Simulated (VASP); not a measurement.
## A VASP 6.6.1 single-point calculation on BaS

INCAR

```
MAGMOM = 2 2
NELM = 120
ISMEAR = 0
SIGMA = 0.01
ISPIN = 2
LASPH = .TRUE.
PREC = Accurate
LREAL = .FALSE.
NBANDS = 15
IBRION = -1
NSW = 0
LCHARG = .FALSE.
ENCUT = 450
EDIFF = 1E-7
LWAVE = .FALSE.
ISIF = 2
ALGO = Normal
METAGGA = R2SCAN
```

KPOINTS

```
KPOINTS created by Atomic Simulation Environment
0
Gamma
6 6 6
0 0 0
```

POSCAR

```
Ba S
 1.0000000000000000
     0.0000000000000000    3.6095087121999998    3.6095087121999998
     3.6095087121999998    0.0000000000000000    3.6095087121999998
     3.6095087121999998    3.6095087121999998    0.0000000000000000
 Ba  S
   1   1
Cartesian
  0.0000000000000000  0.0000000000000000  0.0000000000000000
  1.8047543560999997  1.8047543560999997  1.8047543560999997
```

The recommended PBE PAW datasets give the neutral cell 16 valence electrons.

Command

```
mpirun -np 1 vasp_std
```

**Question.** Predict the outcome of this run.

**Answer.** It converged. Results: pressure -1.6 GPa; magnetic moment of the cell 0.00 μB.

OSZICAR

```
N       E                     dE             d eps       ncg     rms          rms(c)
DAV:   1     0.563696853851E+02    0.56370E+02   -0.62532E+03   960   0.815E+02
DAV:   2    -0.350249120818E+02   -0.91395E+02   -0.84191E+02  1305   0.158E+02
DAV:   3    -0.414176033702E+02   -0.63927E+01   -0.63424E+01  1357   0.460E+01
DAV:   4    -0.415587499473E+02   -0.14115E+00   -0.14111E+00  1262   0.710E+00
DAV:   5    -0.415631091554E+02   -0.43592E-02   -0.43592E-02  1445   0.102E+00    0.901E+00
DAV:   6    -0.383899252888E+02    0.31732E+01   -0.25183E+00  1135   0.103E+01    0.380E+00
DAV:   7    -0.385111136505E+02   -0.12119E+00   -0.96017E-01  1107   0.604E+00    0.333E+00
DAV:   8    -0.385652742001E+02   -0.54161E-01   -0.94392E-02  1113   0.208E+00    0.217E+00
DAV:   9    -0.385781261118E+02   -0.12852E-01   -0.13810E-02  1023   0.991E-01    0.901E-01
DAV:  10    -0.385858294031E+02   -0.77033E-02   -0.79342E-03   995   0.736E-01    0.440E-01
DAV:  11    -0.385865343407E+02   -0.70494E-03   -0.78036E-04  1233   0.226E-01    0.297E-01
DAV:  12    -0.385874524694E+02   -0.91813E-03   -0.56732E-04   981   0.147E-01    0.835E-02
DAV:  13    -0.385880375621E+02   -0.58509E-03   -0.64604E-04   988   0.187E-01    0.656E-02
DAV:  14    -0.385880327237E+02    0.48384E-05   -0.31684E-05  1128   0.415E-02    0.226E-02
DAV:  15    -0.385880454817E+02   -0.12758E-04   -0.17654E-05   981   0.280E-02    0.672E-03
DAV:  16    -0.385880397135E+02    0.57682E-05   -0.14485E-05   967   0.248E-02    0.181E-03
DAV:  17    -0.385880391256E+02    0.58792E-06   -0.23382E-06  1002   0.960E-03    0.230E-03
DAV:  18    -0.385880389497E+02    0.17587E-06   -0.10775E-06  1023   0.677E-03    0.184E-03
DAV:  19    -0.385880388517E+02    0.97993E-07   -0.32601E-07   972   0.394E-03
   1 F= -.38588039E+02 E0= -.38588039E+02  d E =-.109673E-16  mag=     0.0000
```

For comparison, a separate r²SCAN run of the intended cell, on usual settings and not on those above, gives a gap of 2.96 eV on its mesh and a pressure of -1.6 GPa.
